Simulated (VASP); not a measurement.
# Ca (Cmcm) in VASP: single point with PBEsol

Aim: the single point of Ca with PBEsol.

Everything below comes from runs of VASP 6.6.1. Logs are shortened: lines on timing, memory, paths and dates and some standing lists are left out, and cuts for length are marked.

**1. The structure**

Symmetry: Cmcm, No. 63, orthorhombic system. The conventional cell has a = 3.943 Å, b = 6.791 Å, c = 6.509 Å, α = 90.00°, β = 90.00°, γ = 90.00°. Around Ca (site symmetry m2m) lie 12 Ca at 3.93 to 3.98 Å.

This isn't the form of Ca at room conditions, which is fcc.

**2. Single point, PBEsol**

INCAR reads:

```
SYSTEM = Ca
PREC = Accurate
ENCUT = 520
EDIFF = 1E-6
ISMEAR = -1
SIGMA = 0.05
LREAL = .FALSE.
LASPH = .TRUE.
NELM = 100
ALGO = Fast
ISIF = 2
LWAVE = .FALSE.
LCHARG = .FALSE.
GGA = PS
NBANDS = 17
```

KPOINTS reads:

```
Automatic mesh
0
G
  11 11 6
  0 0 0
```

POSCAR reads:

```
Ca
1.0
    1.9712759950     -3.3954901800      0.0000000000
    1.9712759950      3.3954901800      0.0000000000
    0.0000000000      0.0000000000      6.5091117400
Ca
2
Direct
    0.8355866000      0.1644134000      0.2500000000
    0.1644134000      0.8355866000      0.7500000000
```

Potentials or basis: VASP PAW PBE potentials, release 64 (Ca_sv).

The run is started by

```bash
$ cat potpaw_PBE.64/Ca_sv/POTCAR > POTCAR
$ mpirun -np 1 vasp_std > vasp.out
```

OUTCAR:

```text
SYSTEM = Ca
   PREC = Accurate
   ENCUT = 520
   EDIFF = 1E-6
   ISMEAR = -1
   LREAL = .FALSE.
   LASPH = .TRUE.
   NELM = 100
   ISIF = 2
   GGA = PS

 ion  position               nearest neighbor table
   1  0.836  0.164  0.250-
   2  0.164  0.836  0.750-

  LATTYP: Found a base centered orthorhombic cell.
 ALAT       =     3.9425519900
 B/A-ratio  =     1.7224834009
 C/A-ratio  =     1.6509894496

  Lattice vectors:

 A1 = (   1.9712759950,  -3.3954901800,   0.0000000000)
 A2 = (   1.9712759950,   3.3954901800,   0.0000000000)
 A3 = (   0.0000000000,   0.0000000000,   6.5091117400)

Analysis of symmetry for initial positions (statically):
=====================================================================
 Subroutine PRICEL returns:
 Original cell was already a primitive cell.

 Routine SETGRP: Setting up the symmetry group for a
 base centered orthorhombic supercell.

 Subroutine GETGRP returns: Found  8 space group operations
 (whereof  4 operations were pure point group operations)
 out of a pool of  8 trial point group operations.

The static configuration has the point symmetry C_2h.
 The point group associated with its full space group is D_2h.

Analysis of symmetry for dynamics (positions and initial velocities):
=====================================================================
 Subroutine PRICEL returns:
 Original cell was already a primitive cell.

 Routine SETGRP: Setting up the symmetry group for a
 base centered orthorhombic supercell.

 Subroutine GETGRP returns: Found  8 space group operations
 (whereof  4 operations were pure point group operations)
 out of a pool of  8 trial point group operations.

The dynamic configuration has the point symmetry C_2h.
 The point group associated with its full space group is D_2h.

 Subroutine INISYM returns: Found  8 space group operations
 (whereof  4 operations are pure point group operations),
 and found     1 'primitive' translations

----------------------------------------------------------------------------------------

                                     Primitive cell

  volume of cell :      87.1368

  direct lattice vectors                    reciprocal lattice vectors
     1.971275995 -3.395490180  0.000000000     0.253642819 -0.147254144  0.000000000
     1.971275995  3.395490180  0.000000000     0.253642819  0.147254144  0.000000000
     0.000000000  0.000000000  6.509111740     0.000000000  0.000000000  0.153630793

  length of vectors
     3.926230076  3.926230076  6.509111740     0.293289043  0.293289043  0.153630793

  position of ions in fractional coordinates (direct lattice)
     0.835586600  0.164413400  0.250000000
     0.164413400  0.835586600  0.750000000

  ion indices of the primitive-cell ions
   primitive index   ion index
                 1           1
                 2           2

----------------------------------------------------------------------------------------

 KPOINTS: Automatic mesh

Automatic generation of k-mesh.
 Grid dimensions read from file:
 generate k-points for:   11   11    6

 Generating k-lattice:

  Cartesian coordinates                     Fractional coordinates (reciprocal lattice)
     0.023058438 -0.013386740  0.000000000     0.090909091  0.000000000  0.000000000
     0.023058438  0.013386740  0.000000000     0.000000000  0.090909091  0.000000000
     0.000000000  0.000000000  0.025605132     0.000000000  0.000000000  0.166666667

  Length of vectors
     0.026662640  0.026662640  0.025605132

  Shift w.r.t. Gamma in fractional coordinates (k-lattice)
     0.000000000  0.000000000  0.000000000

 Subroutine IBZKPT returns following result:
 ===========================================

 Found    144 irreducible k-points:

 Following reciprocal coordinates:
            Coordinates               Weight
  0.000000  0.000000  0.000000      1.000000
  0.090909  0.000000  0.000000      4.000000
  0.181818  0.000000  0.000000      4.000000
  0.272727  0.000000  0.000000      4.000000
  0.363636  0.000000  0.000000      4.000000
  0.454545  0.000000  0.000000      4.000000
[... 16 lines left out ...]
 -0.272727  0.181818  0.000000      4.000000
 -0.181818  0.181818  0.000000      2.000000
 [... further k-points ...]
   k-points           NKPTS =    144   k-points in BZ     NKDIM =    144   number of bands    NBANDS=     17
   number of dos      NEDOS =    301   number of ions     NIONS =      2
   total plane-waves  NPLWV =  43200
   dimension x,y,z NGX =    30 NGY =   30 NGZ =   48
   dimension x,y,z NGXF=    60 NGYF=   60 NGZF=   96
   ions per type =               2
   NGX,Y,Z   is equivalent  to a cutoff of  12.70, 12.70, 12.26 a.u.
   NGXF,Y,Z  is equivalent  to a cutoff of  25.41, 25.41, 24.52 a.u.
 SYSTEM =  Ca
   PREC   = accura    normal or accurate (medium, high low for compatibility)
   ISTART =      0    job   : 0-new  1-cont  2-samecut
   ICHARG =      2    charge: 1-file 2-atom 10-const
   ISPIN  =      1    spin polarized calculation?
   LNONCOLLINEAR =      F non collinear calculations
   LSORBIT =      F    spin-orbit coupling
   LASPH  =      T    aspherical Exc in radial PAW
   ENCUT  =  520.0 eV  38.22 Ry    6.18 a.u.   7.30  7.30 12.10*2*pi/ulx,y,z
   NELM   =    100;   NELMIN=  2; NELMDL= -5     # of ELM steps
   EDIFF  = 0.1E-05   stopping-criterion for ELM
   LREAL  =      F    real-space projection
   EDIFFG = 0.1E-04   stopping-criterion for IOM
   NSW    =      0    number of steps for IOM
   IBRION =     -1    ionic relax: 0-MD 1-quasi-New 2-CG
   NFREE  =      0    steps in history (QN), initial steepest desc. (CG)
   ISIF   =      2    stress and relaxation
   ISYM   =      2    0-nonsym 1-usesym 2-fastsym
   POTIM  = 0.5000    time-step for ionic-motion
   TEBEG  =    0.0;   TEEND  =   0.0 temperature during run
   PSTRESS=    0.0 pullay stress
   NELECT =      20.0000    total number of electrons
   NUPDOWN=      -1.0000    fix difference up-down
   EMIN   =  10.00;   EMAX   =-10.00  energy-range for DOS
   EFERMI =   0.00;   METHOD = LEGACY
   ISMEAR =    -1;   SIGMA  =   0.05  broadening in eV -4-tet -1-fermi 0-gaus
   EFERMI_NEDOS =   21; number of points for ismear=-14 and -15
   IALGO  =     68    algorithm
   IMIX   =      4    mixing-type and parameters
     AMIX     =   0.40;   BMIX     =  1.00
     AMIX_MAG =   1.60;   BMIX_MAG =  1.00
  volume/ion in A,a.u.               =      43.57       294.01
  Fermi-wavevector in a.u.,A,eV,Ry     =   1.002346  1.894159 13.669737  1.004697
  Thomas-Fermi vector in A             =   2.134827
   LORBIT       =      0    0 simple, 1 ext, 2 COOP (PROOUT), +10 PAW based schemes
   GGA     = PS    functional components
   LHFCALC =     F    Hartree Fock is set to
   AEXX    =    0.0000 exact exchange contribution
   IVDW    =     0    specifies the selected vdW correction
   LEPSILON=     F    determine dielectric tensor
   LRPA    =     F    only Hartree local field effects (RPA)
 non-spin polarized calculation
 RMM-DIIS sequential band-by-band and
  energy-cutoff  :      520.00
  volume of cell :       87.14
 maximum number of plane-waves:      2376
 NGX is ok and might be reduce to    30
   NGX = 15   NGY = 15   NGZ = 25

 number of electron      20.0000001 magnetization

 Free energy of the ion-electron system (eV)
  ---------------------------------------------------
  ext. energy  EPLUGINS =         0.00000000
  ---------------------------------------------------
  free energy    TOTEN  =        -4.25408405 eV

  energy without entropy =       -4.23742139  energy(sigma->0) =       -4.24575272

 E-fermi :   1.8232     XC(G=0):  -7.7093

 val. band max:        1.8173490923   @ k =  -0.4545   0.3636   0.0000
 cond. band min:       1.8604887622   @ k =   0.3636   0.0000   0.0000
 fundamental gap:      0.0431396699
 Fermi energy:         1.8232375064

 k-point     1 :       0.0000    0.0000    0.0000
  band No.  band energies     occupation
      1     -40.1415      2.00000
      2     -40.1303      2.00000
      3     -21.2526      2.00000
      4     -21.1567      2.00000
      5     -21.1549      2.00000
      6     -21.1397      2.00000
[... 9 lines left out ...]
     16       4.3651      0.00000
     17       4.7629      0.00000

 k-point     2 :       0.0909    0.0000    0.0000
  band No.  band energies     occupation
      1     -40.1406      2.00000
      2     -40.1298      2.00000
      3     -21.2494      2.00000
      4     -21.1634      2.00000
      5     -21.1585      2.00000
      6     -21.1478      2.00000
[... 9 lines left out ...]
     16       4.4415      0.00000
     17       4.6356      0.00000

 k-point     3 :       0.1818    0.0000    0.0000
  band No.  band energies     occupation
      1     -40.1383      2.00000
      2     -40.1286      2.00000
      3     -21.2403      2.00000
      4     -21.1844      2.00000
      5     -21.1692      2.00000
      6     -21.1648      2.00000
[... 9 lines left out ...]
     16       4.4140      0.00000
     17       4.6516      0.00000

 k-point     4 :       0.2727    0.0000    0.0000
  band No.  band energies     occupation
      1     -40.1351      2.00000
      2     -40.1271      2.00000
      3     -21.2271      2.00000
      4     -21.2123      2.00000
      5     -21.1966      2.00000
      6     -21.1729      2.00000
[... 9 lines left out ...]
     16       4.6941      0.00000
     17       4.8510      0.00000
[... 343 lines left out ...]
      1     -40.1332      2.00000
      2     -40.1265      2.00000
      3     -21.2190      2.00000
      4     -21.2155      2.00000
      5     -21.2137      2.00000
      6     -21.1768      2.00000
[... 9 lines left out ...]
     16       4.6905      0.00000
     17       5.0885      0.00000

 k-point    23 :      -0.2727    0.1818    0.0000
  band No.  band energies     occupation
      1     -40.1361      2.00000
      2     -40.1276      2.00000
      3     -21.2313      2.00000
      4     -21.2007      2.00000
      5     -21.1900      2.00000
      6     -21.1680      2.00000
[... 9 lines left out ...]
     16       4.5091      0.00000
     17       4.6779      0.00000

 k-point    24 :      -0.1818    0.1818    0.0000
  band No.  band energies     occupation
      1     -40.1382      2.00000
      2     -40.1286      2.00000
      3     -21.2398      2.00000
      4     -21.1860      2.00000
      5     -21.1698      2.00000
      6     -21.1642      2.00000
[... 9 lines left out ...]
     16       4.4101      0.00000
     17       4.4752      0.00000

 [... further k-points ...]
[... 5 lines left out ...]
  --------------------------------------------------------------------------------------
  -------------------------------------------------------------------------------------
  Total       -0.6232480     -0.4961173     -0.6420125      0.0000000      0.0000000      0.0000000
  in kB      -11.4596092     -9.1220678    -11.8046311      0.0000000      0.0000000      0.0000000
  external PRESSURE =     -10.7954361 kB  Pullay stress =       0.0000000 kB

 VOLUME and BASIS-vectors are now :
 -----------------------------------------------------------------------------
  energy-cutoff  :      520.00
  volume of cell :       87.14
      direct lattice vectors                 reciprocal lattice vectors
     1.971275995 -3.395490180  0.000000000     0.253642819 -0.147254144  0.000000000
     1.971275995  3.395490180  0.000000000     0.253642819  0.147254144  0.000000000
     0.000000000  0.000000000  6.509111740     0.000000000  0.000000000  0.153630793

 POSITION                                       TOTAL-FORCE (eV/Angst)
 -----------------------------------------------------------------------------------
      1.97128     -2.27896      1.62728         0.000000      0.015629     -0.000000
      1.97128      2.27896      4.88183         0.000000     -0.015629      0.000000
 -----------------------------------------------------------------------------------
    total drift:                                0.000000     -0.000000      0.000000

  FREE ENERGIE OF THE ION-ELECTRON SYSTEM (eV)
  ---------------------------------------------------
  free  energy   TOTEN  =        -4.2540840515 eV

  energy  without entropy=       -4.2374213858  energy(sigma->0) =       -4.24575272
```

Wall time 2.3 min (1 thread of Intel Xeon 6975P-C (Granite Rapids), shared host); peak memory 0.32 GiB.

Results:

```
Free energy            : -4.2541 eV
Pressure               : -1.1 GPa
Largest force          : 0.016 eV/Å
Band gap on the k mesh : none (metal or under the smearing width)
```

Forces in eV/Å, atoms in the order of the input:
```
Ca   0.000  0.016  0.000
Ca   0.000 -0.016  0.000
```

Caveat: the PAW data sets were made with another functional, which shifts forces and pressure a little.
